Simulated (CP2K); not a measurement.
Runs of CP2K 2026.2 on PbSe (Clausthalite). Symmetry: Fm-3m, No. 225, cubic system. The conventional cell has a = 6.121 Å, b = 6.121 Å, c = 6.121 Å, α = 90.00°, β = 90.00°, γ = 90.00°. Pb (site symmetry m-3m) is surrounded by 6 Se at 3.06 Å. Around Se (site symmetry m-3m) lie 6 Pb at 3.06 Å. 

```csv
task,level,potentials or basis,cell,smearing,EPS_DEFAULT,k points reduced by the point group,NGRIDS,points a segment of the path (NPOINTS),bands added on the path,gap on the mesh (eV),pressure (GPa),V0 of scaled cells (Å³/atom),B0 (GPa)
band structure,PBE,"POTENTIAL_UZH Pb GTH-PBE-q4, Se GTH-PBE-q6; TZVP-MOLOPT-PBE-GTH basis",as given,fermi-dirac 0.1 eV,1.0E-9,yes,4,8,4,0.14,2.9,-,-
relaxation of cell and atoms,PBEsol+D4,"POTENTIAL_UZH Pb GTH-PBE-q4, Se GTH-PBE-q6; TZVP-MOLOPT-PBE-GTH basis",relaxed,fermi-dirac 0.05 eV,1.0E-10,-,4,-,-,0.03,0.0,-,-
band structure,TB-mBJ,"POTENTIAL_UZH Pb GTH-PBE-q4, Se GTH-PBE-q6; TZVP-MOLOPT-PBE-GTH basis",as given,fermi-dirac 0.05 eV,1.0E-10,yes,5,10,6,(a),-,-,-
band structure,LDA,"GTH_POTENTIALS Pb GTH-PADE-q4, Se GTH-PADE-q6; TZVP-MOLOPT-PBE-GTH basis",as given,fermi-dirac 0.05 eV,1.0E-9,yes,4,6,2,0.16,-2.9,-,-
equation of state,LDA,"GTH_POTENTIALS Pb GTH-PADE-q4, Se GTH-PADE-q6; TZVP-MOLOPT-PBE-GTH basis",as given,fermi-dirac 0.05 eV,1.0E-10,yes,4,-,-,-,-,27.07,56
band structure,r2SCAN,"POTENTIAL_UZH Pb GTH-SCAN-q4, Se GTH-SCAN-q6; TZVP-MOLOPT-SCAN-GTH basis",as given,fermi-dirac 0.01 eV,1.0E-9,yes,5,10,4,0.36,0.1,-,-
band structure,PBE,"POTENTIAL_UZH Pb GTH-PBE-q4, Se GTH-PBE-q6; TZVP-MOLOPT-PBE-GTH basis",as given,fermi-dirac 0.1 eV,1.0E-9,yes,4,6,6,0.14,2.9,-,-
band structure,r2SCAN,"POTENTIAL_UZH Pb GTH-SCAN-q4, Se GTH-SCAN-q6; TZVP-MOLOPT-SCAN-GTH basis",as given,fermi-dirac 0.0259 eV,1.0E-9,yes,5,10,2,0.36,0.1,-,-
band structure,PBEsol,"POTENTIAL_UZH Pb GTH-PBE-q4, Se GTH-PBE-q6; TZVP-MOLOPT-PBE-GTH basis",as given,fermi-dirac 0.0259 eV,1.0E-9,yes,4,6,2,0.02,(b),-,-
band structure,LDA,"GTH_POTENTIALS Pb GTH-PADE-q4, Se GTH-PADE-q6; TZVP-MOLOPT-PBE-GTH basis",as given,fermi-dirac 0.1 eV,1.0E-10,yes,4,6,6,0.16,-2.9,-,-
equation of state,PBEsol,"POTENTIAL_UZH Pb GTH-PBE-q4, Se GTH-PBE-q6; TZVP-MOLOPT-PBE-GTH basis",as given,fermi-dirac 0.05 eV,1.0E-9,yes,5,-,-,-,-,29.53,50
equation of state,LDA,"GTH_POTENTIALS Pb GTH-PADE-q4, Se GTH-PADE-q6; TZVP-MOLOPT-PBE-GTH basis",as given,fermi-dirac 0.05 eV,1.0E-9,yes,4,-,-,-,-,27.07,56
```

Alike in all rows: no spin polarisation; k mesh 8 × 8 × 8.

Fill in the values left out.

(a) 0.40; (b) 1.6.

Caveats: the basis of atomic orbitals isn't converged, which shifts pressures, moduli and gaps; spin-orbit coupling is left out, which as a rule narrows the gap of such compounds by several tenths of an eV (some runs); the potentials were made for another functional, which shifts forces and pressure (some runs); the printed path begins after the first move (some runs); this is a model potential without an energy functional, so only levels have meaning (some runs).

A k mesh can miss the band edges, and the runs leave out spin-orbit coupling on Pb, Se.

Not every run made on this cell is shown here.
